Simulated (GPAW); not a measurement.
Wanted: an ASE script for a GPAW 26.7.0 run.

| Item | Value |
| --- | --- |
| Task | relaxation of cell and atoms |
| Functional | PBE |
| Dispersion | D3(BJ) |
| Potentials or basis | GPAW PAW data sets (gpaw-data 1.2.1) |
| Cutoff | 600 eV |
| Basis | pw |
| k mesh | 7 × 7 × 7 |
| Occupations | fermi-dirac, width 0.05 eV |
| Spin | no spin polarisation |
| Maxiter | 150 |
| Optimizer | BFGS |
| Fmax | 0.01 eV/Å |
| Max steps | 60 |

The structure of Si2Mo lies in Si2Mo.xyz:

```xyz
3
Lattice="-1.6000000000 1.6000000000 3.9305000000 1.6000000000 -1.6000000000 3.9305000000 1.6000000000 1.6000000000 -3.9305000000" Properties=species:S:1:pos:R:3 pbc="T T T"
Mo     0.0000000000      0.0000000000      0.0000000000
Si     0.0000000000      0.0000000000      5.2432870000
Si     0.0000000000      0.0000000000      2.6177130000
```

These files were run (other wordings do the same):

run.py

```python
from ase.calculators.mixing import SumCalculator
from ase.filters import FrechetCellFilter
from ase.io import read, write
from ase.optimize import BFGS
from dftd3.ase import DFTD3
from gpaw import GPAW, PW

atoms = read('Si2Mo.xyz')

calc = GPAW(mode=PW(600),
            xc='PBE',
            kpts={'size': (7, 7, 7), 'gamma': True},
            occupations={'name': 'fermi-dirac', 'width': 0.05},
            nbands=23,
            convergence={'density': 1e-05, 'energy': 1e-05},
            maxiter=150,
            txt='gpaw.txt')
atoms.calc = SumCalculator([calc, DFTD3(method='pbe', damping='d3bj')])
opt = BFGS(FrechetCellFilter(atoms), trajectory='relax.traj', logfile='-')
done = opt.run(fmax=0.01, steps=60)
calc.write('gs.gpw')
write('result.traj', atoms)
print('Converged:', done)
print('Cell:', atoms.cell.cellpar().round(4))
print('Volume:', round(atoms.get_volume(), 4))
print(atoms.get_scaled_positions().round(5))
```

Potentials or basis: GPAW PAW data sets (gpaw-data 1.2.1), pw.

The run is started by

```sh
$ OMP_NUM_THREADS=1 python run.py
```

Results of the run:

| Property | Result |
| --- | --- |
| Relaxed volume | 13.17 Å³/atom |
| Relaxed cell | a = 4.504 Å, b = 4.504 Å, c = 4.504 Å, α = 138.63°, β = 138.63°, γ = 59.94° |
| Space group after relaxing (to 0.05 Å) | I4/mmm (No. 139) |
| Energy gained by relaxing | 4.7 meV/atom |
| Ionic steps | 5 |
| Pressure after relaxing | -0.1 GPa |
| Largest force after relaxing | 0.005 eV/Å |
| Band gap on the k mesh | none (metal or under the smearing width) |
| Dispersion energy per atom | -0.587 eV |

Caveat: the k mesh is coarse (spacing up to 0.40 Å⁻¹), so the values aren't converged; later steps reuse the first step's grids; pairwise dispersion overbinds metals, which lowers pressure and volume.

Run time: 2.7 min on 1 thread of Arm Neoverse V1, on a shared host, peak memory 0.24 GiB.
